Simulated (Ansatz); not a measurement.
input.yaml (Ansatz)

```yaml
crystal:
  lattice:
    - [3.1142587997, 0.0, 0.0]
    - [0.0, 3.1142587997, 0.0]
    - [0.0, 0.0, 3.1142587997]
  atoms:
    - { symbol: Te, position: [0.0, 0.0, 0.0] }
hamiltonian:
  xc: pbe
  pseudopotentials:
    kind: paw
    azcp:
      Te: "pseudopotentials/Te.paw.azcp"
basis:
  ecutwfc: 420
  fft_grid_basis: typed
kpoints:
  mp_grid: { grid: [11, 11, 11], shift: [0, 0, 0] }
magnetization:
  spin_polarized: false
scf:
  occupations: { method: fermi_dirac, width: 0.1 }
  lower_state_search: "off"
output:
  stress: true
  write_density: true
  write_potential: true
  elf: true
  volumetric_format: npy
```

Output

```
Engine: ansatz 0.2.0, x86_64-unknown-linux-gnu
Pseudopotentials: kind: paw
Pseudopotential: Te, paw, valence charge 16, recommended cutoff 420 eV (normal) 
Functional definition: PBE
  parameter kappa = 0.804
  parameter beta = 0.06672455060314922
  exchange = pbe_x(kappa = kappa, mu = beta*pi^2/3)
  correlation = pbe_c(beta = beta)
Crystal: 1 atoms, lattice volume = 30.204 Å³
Basis set: ecut = 420 eV, 619 PW (Γ)
Bands: 12, of which v1, the nominal top of the filled ones, is band 8 counted from 1 (7 counted from 0)
Symmetry: 48 space group operations
Space group: Pm-3m (ITA 221), of the structure as read, at distance tolerance 3.1e-5 Å
k-points: 56 of 1331
Non-local potential: Te, projectors of the file, l = 0: 2, l = 1: 2, l = 2: 2, l = 3: 2
PAW form: soft (Blöchl's): semilocal exchange-correlation on the pseudo side does not see the compensation charge
PAW one-centre angular grid: Te, 590 points (default); XC on 64 Gauss nodes
Initial density: superposition of atomic densities (neutral atoms: chi_scale 0, normalization atom), corrected by the library's trained network
Initial wavefunctions: pseudopotential atomic-orbital guess
Functional: x = pbe(κ = 0.804, μ = 0.2195149727645171), c = pbe(β = 0.06672455060314922)
SCF iter   1: F=—  HF=-6979.887025 eV  |F-HF|=—  |Δ(HF+E_count)|=         —  Δρ=1.06e-3  dr2=4.77e-4  ethr=1.77e-3  ⟨swp⟩=5.2  Hψ=4077  notcnv=0
SCF iter   2: F=—  HF=-6979.886482 eV  |F-HF|=—  |Δ(HF+E_count)|=   5.43e-4  Δρ=6.69e-4  dr2=1.85e-4  ethr=2.98e-6  ⟨swp⟩=2.8  Hψ=1617  notcnv=0
SCF iter   3: F=—  HF=-6979.886567 eV  |F-HF|=—  |Δ(HF+E_count)|=   8.48e-5  Δρ=2.44e-4  dr2=2.64e-5  ethr=1.16e-6  ⟨swp⟩=2.8  Hψ=1065  notcnv=0
SCF iter   4: F=—  HF=-6979.886556 eV  |F-HF|=—  |Δ(HF+E_count)|=   1.03e-5  Δρ=9.15e-5  dr2=2.89e-6  ethr=1.65e-7  ⟨swp⟩=2.9  Hψ=1093  notcnv=0
iter 5 did not close the SCF: its close was put off for the readings that it lacked (scf_convergence_deferred on its scf_iter line)
SCF iter   5: F=-6979.886556 eV  HF=-6979.886556 eV  |F-HF|=1.61e-8  |Δ(HF+E_count)|=   6.96e-7  Δρ=1.12e-5  dr2=3.04e-8  ethr=1.81e-8  ⟨swp⟩=2.0  Hψ=1116  notcnv=0
SCF iter   6: F=-6979.886556 eV  HF=-6979.886556 eV  |F-HF|=2.79e-9  |Δ(HF+E_count)|=   3.77e-8  Δρ=2.52e-6  dr2=2.39e-9  ethr=1.90e-10  ⟨swp⟩=6.8  Hψ=4337  notcnv=0
SCF 1 converged in 6 iterations: F = -6979.886556 eV  dr2 = 2.39e-9
SCF converged after 6 iterations
Free energy (F): -6979.886556 eV
Harris-Foulkes:  -6979.886556 eV  (|F-HF|=2.79e-9)
Internal energy: -6979.869645 eV  (E = F + TS)
E sigma→0 (E₀):  -6979.878100 eV
Entropy (-TS):   -0.016911 eV (-16.911 meV/atom)
Fermi energy:    10.690455 eV
--- Per-component energies (eV) ---
  E_band       = -239.668209
  E_kinetic    = 181.024101
  E_local      = -1142.875565  (includes V_loc(G=0)·N_el)
  E_nonlocal   = -310.463036
  E_hartree    = 758.175622
  E_xc         = -124.647919
  E_vxc        = -104.576639  (∫ρ·V_xc dr)
  E_paw        = -4661.845873  (= ΣΔE_a)
  E_vpaw       = -379.130747  (= ΣTr[D̂ρ^β])
  E_aug_tail   = -0.000181  (compensation charges beyond the density's cutoff)
  E_ewald      = -1679.236794
  E_smearing   = -0.016911  (= −TS)
  E_closure    = -0.000000  (closes the sum)
  Σ components = -6979.886556   (vs F -6979.886556, Δ=0.00e0)
--- Stress (GPa, compression-positive) ---
        5.068464       0.000000       0.000000
        0.000000       5.068464       0.000000
        0.000000       0.000000       5.068464
  P = ⅓ Tr σ = 5.0685 GPa (50.685 kbar)
--- Band table (eV; the first three rows and the last of 56) ---
  k-point 0: bands = ["-26.8491", "-26.8491", "-26.7696", "-26.7696", "-26.7696", "-3.5599", "11.9597", "11.9597", "11.9597", "16.7344", "16.7344", "17.5081"]
  k-point 1: bands = ["-26.8489", "-26.8429", "-26.7712", "-26.7712", "-26.7694", "-3.4526", "10.7875", "12.0581", "12.0581", "16.8325", "17.2651", "18.4761"]
  k-point 2: bands = ["-26.8484", "-26.8260", "-26.7755", "-26.7755", "-26.7691", "-3.1394", "8.7447", "12.3381", "12.3381", "17.1228", "17.6621", "21.0669"]
  k-point 55: bands = ["-26.8106", "-26.8106", "-26.8106", "-26.7282", "-26.7282", "2.3981", "7.4541", "7.4541", "7.5518", "14.8598", "15.0791", "15.0791"]
```

Command:

```sh
ansatz run input.yaml --threads 1 --pin off --max-ram 3584MiB --backend cpu --events-out ev --progress --plain --runs-dir out
```

On 1 thread of Intel(R) Xeon(R) Platinum 8259CL CPU @ 2.50GHz (Skylake/Cascade Lake) (shared host) this took about 2.8 s of wall time and 2.5 s of CPU time.
